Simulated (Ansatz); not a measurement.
**Nb at several levels of theory**

One geometry, relaxed with PBE, and single points on it; plane waves with PAW potentials in Ansatz, scalar-relativistic unless the row names spin-orbit coupling. No spin polarisation. Meshes are on the primitive cell of 1 atom. Gaps are the least over mesh and band path; pressure is positive in compression. Smearing is Gaussian, 0.10 eV.

```cif
data_structure
_symmetry_space_group_name_H-M 'P 1'
_symmetry_Int_Tables_number 1
_cell_length_a 2.8675
_cell_length_b 2.8675
_cell_length_c 2.8675
_cell_angle_alpha 109.471
_cell_angle_beta 109.471
_cell_angle_gamma 109.471
_cell_volume 18.15
loop_
_atom_site_label
_atom_site_type_symbol
_atom_site_fract_x
_atom_site_fract_y
_atom_site_fract_z
_atom_site_occupancy
Nb1 Nb 0.00000 0.00000 0.00000 1
```

```tsv
level	cutoff (eV)	k mesh	gap (eV)	pressure (GPa)	rough cost with bands (core-min)
PBE	420	18×18×18	0	0.0	0.17
```

Q: What do r2SCAN, PBE with spin-orbit coupling, PBEsol give on the same cell?

A:
```csv
level,cutoff (eV),k mesh,gap (eV),pressure (GPa),rough cost with bands (core-min)
r2SCAN,500,18×18×18,0,-1.0,0.29
PBE with spin-orbit coupling,420,18×18×18,0,0.0,0.29
PBEsol,420,18×18×18,0,-6.0,0.17
```